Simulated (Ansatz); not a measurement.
# SrO: the cost of one run

Computed with Ansatz 0.2.0 (DFT PBEsol, scalar-relativistic, plane waves, PAW, unless a step's input says otherwise).

## 1. The starting structure

Symmetry: P6_3/mmc, No. 194, hexagonal system. Conventional cell: a = 3.553 Å, b = 3.553 Å, c = 6.217 Å, α = 90.00°, β = 90.00°, γ = 120.00°. Sr (site symmetry -6m2) has 6 O at 2.57 Å as nearest neighbours. Around O (site symmetry -3m) lie 6 Sr at 2.57 Å.

Structure file:

```xyz
4
Lattice="3.5533 0.0000 0.0000 -1.7766 3.0772 0.0000 0.0000 0.0000 6.2173" Properties=species:S:1:pos:R:3 pbc="T T T"
Sr    0.0000    2.0515    1.5543
Sr    1.7766    1.0257    4.6630
O     0.0000    0.0000    0.0000
O     0.0000    0.0000    3.1087
```

Source of the structure: the Materials Project (structure only).

## 2. A first look at the start

input.yaml reads:

```yaml
crystal:
  lattice:
    - [3.5532880902, 0.0, 0.0]
    - [-1.7766440451, 3.0772377531, 0.0]
    - [0.0, 0.0, 6.21730398]
  atoms:
    - { symbol: Sr, position: [0.33333333, 0.66666667, 0.25] }
    - { symbol: Sr, position: [0.66666667, 0.33333333, 0.75] }
    - { symbol: O, position: [0.0, 0.0, 0.0] }
    - { symbol: O, position: [0.0, 0.0, 0.5] }
basis:
  ecutwfc: 420
kpoints:
  mp_grid: { grid: [6, 6, 4] }
hamiltonian:
  xc: pbesol
scf:
  occupations: { method: gaussian, width: 0.1 }
output:
  forces: true
  stress: true
  eigenvalues: true
```

Command:

```sh
$ ansatz run input.yaml --threads 1 --pin off --max-ram 1228MiB --backend cpu --events-out ev --progress --plain --runs-dir out
```

Q: Estimate wall time and peak memory on 1 thread of an x86-64 CPU, shared host.

About 1.4 s, with a peak of 0.37 GiB.
